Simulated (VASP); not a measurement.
Set up this calculation in VASP 6.6.1, as the native input.

```
Task                   : band structure
Functional             : LAK
Potentials or basis    : VASP PAW PBE potentials, release 64 (Zn, S)
Cutoff                 : 520 eV
k mesh                 : 9 × 9 × 9
Occupations            : fermi-dirac, width 0.05 eV
Spin                   : no spin polarisation
Further INCAR settings : ALGO = Normal; EDIFF = 1e-07
```

The structure of ZnS lies in POSCAR:

```
ZnS
1.0
    0.0000000000      2.7020000000      2.7020000000
    2.7020000000      0.0000000000      2.7020000000
    2.7020000000      2.7020000000      0.0000000000
Zn S
1 1
Direct
    0.7500000000      0.7500000000      0.7500000000
    0.0000000000      0.0000000000      0.0000000000
```

The input as run:

INCAR

```
SYSTEM = ZnS
PREC = Accurate ; ENCUT = 520
EDIFF = 1E-7 ; ISMEAR = -1
SIGMA = 0.05 ; LREAL = .FALSE.
LASPH = .TRUE. ; NELM = 80
ALGO = Normal ; ISIF = 2
LWAVE = .FALSE. ; LCHARG = .FALSE.
METAGGA = LAK ; LMIXTAU = .TRUE.
```

KPOINTS

```
Automatic mesh
0
G
  9 9 9
  0 0 0
```

KPOINTS_OPT

```
path GXWKGLUWLK,UX
10
line-mode
reciprocal
 0.0000000000  0.0000000000  0.0000000000  G
 0.5000000000  0.0000000000  0.5000000000  X

 0.5000000000  0.0000000000  0.5000000000  X
 0.5000000000  0.2500000000  0.7500000000  W

 0.5000000000  0.2500000000  0.7500000000  W
 0.3750000000  0.3750000000  0.7500000000  K

 0.3750000000  0.3750000000  0.7500000000  K
 0.0000000000  0.0000000000  0.0000000000  G

 0.0000000000  0.0000000000  0.0000000000  G
 0.5000000000  0.5000000000  0.5000000000  L

 0.5000000000  0.5000000000  0.5000000000  L
 0.6250000000  0.2500000000  0.6250000000  U

 0.6250000000  0.2500000000  0.6250000000  U
 0.5000000000  0.2500000000  0.7500000000  W

 0.5000000000  0.2500000000  0.7500000000  W
 0.5000000000  0.5000000000  0.5000000000  L

 0.5000000000  0.5000000000  0.5000000000  L
 0.3750000000  0.3750000000  0.7500000000  K

 0.6250000000  0.2500000000  0.6250000000  U
 0.5000000000  0.0000000000  0.5000000000  X
```

Potentials or basis: VASP PAW PBE potentials, release 64 (Zn, S).

Run with:

```sh
$ cat potpaw_PBE.64/Zn/POTCAR potpaw_PBE.64/S/POTCAR > POTCAR
$ mpirun -np 1 vasp_std > vasp.out
```

It gave:

The pressure is 2.6 GPa and the band gap on the k mesh is 3.17 eV, direct. The band gap along the path is 3.17 eV, direct.

Caveat: the PAW data sets were made with another functional, which shifts forces and pressure a little.

Run time: 3.7 min on 1 thread of Intel(R) Xeon(R) Platinum 8375C CPU @ 2.90GHz (Ice Lake) (shared host), peak memory 0.18 GiB.
